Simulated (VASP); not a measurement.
# GaN in VASP: one cell, several levels of theory

GaN in the rocksalt structure, under +6.0 % strain along [111] alone is computed at one geometry. Runs: PBE, r2SCAN. This is a trial cell built on a prototype, not taken from a measured structure, and it needn't be the compound's ground state.

Program: VASP 6.6.1. PAW datasets, plane waves. Computed, not measured; no magnetism was allowed, and the structure may never have been made.

## 1. The structure to begin with

The cell comes from an earlier relaxation with r2SCAN in another program, then strained, with the atoms relaxed again.

The symmetry is R-3m (No. 166, trigonal); conventional cell a = 2.982 Å, c = 7.741 Å, 9.93 Å³ an atom. Ga has 6 N at 2.15 Å; N has 6 Ga at 2.15 Å.

As a file:

```
CELL_PARAMETERS angstrom
0.08406 2.19257 2.19257
2.19257 0.08406 2.19257
2.19257 2.19257 0.08406
ATOMIC_POSITIONS crystal
Ga 0.00000 0.00000 0.00000
N 0.50000 0.50000 0.50000
```

## 2. PBE at this geometry

INCAR reads:

```
ENCUT = 520.000000
SIGMA = 0.020000
EDIFF = 1.00e-07
GGA = PE
PREC = Accurate
IBRION = -1
ISIF = 2
ISMEAR = -1
NBANDS = 16
NELM = 120
NSW = 0
LASPH = .TRUE.
LCHARG = .TRUE.
LELF = .TRUE.
LWAVE = .FALSE.
LREAL = .FALSE.
```

KPOINTS reads:

```
KPOINTS created by Atomic Simulation Environment
0
Gamma
10 10 10
0 0 0
```

KPOINTS_OPT reads:

```
special points
8
Reciprocal
0.0000000000 0.0000000000 0.0000000000 1
0.5000000000 0.0000000000 0.5000000000 1
0.6250000000 0.2500000000 0.6250000000 1
0.3750000000 0.3750000000 0.7500000000 1
0.5000000000 0.5000000000 0.5000000000 1
0.5000000000 0.2500000000 0.7500000000 1
0.2109380000 0.2109380000 0.3463540000 1
0.0000000000 0.5000000000 0.5000000000 1
```

POSCAR reads:

```
Ga N
 1.0000000000000000
     0.0840594742000000    2.1925747120999999    2.1925747120999999
     2.1925747120999999    0.0840594742000000    2.1925747120999999
     2.1925747120999999    2.1925747120999999    0.0840594742000000
 Ga  N
   1   1
Cartesian
  0.0000000000000000  0.0000000000000000  0.0000000000000000
  2.2346044491999995  2.2346044491999995  2.2346044491999995
```

The run uses the recommended PBE PAW datasets (18 valence electrons a neutral cell).

Started as:

```bash
mpirun -np 1 vasp_std
```

## 3. r2SCAN

INCAR reads:

```
ENCUT = 520.000000
SIGMA = 0.020000
EDIFF = 1.00e-07
ALGO = Normal
METAGGA = R2SCAN
PREC = Accurate
IBRION = -1
ISIF = 2
ISMEAR = -1
NBANDS = 16
NELM = 120
NSW = 0
LASPH = .TRUE.
LCHARG = .FALSE.
LWAVE = .FALSE.
LREAL = .FALSE.
```

KPOINTS is that of step 2.

KPOINTS_OPT is that of step 2.

POSCAR is that of step 2.

What does the calculation give? Wanted: for each run, gap; pressure.

The runs gave:

```
 level  gap (eV)  pressure (GPa)
   PBE      0.04           -3.36
r2SCAN      0.51          -11.23
```

In words: The gap runs from 0.04 eV (PBE) to 0.51 eV (r2SCAN). The pressure is highest with PBE (-3.4 GPa) and lowest with r2SCAN (-11.2 GPa), which orders the cells that they would relax to.
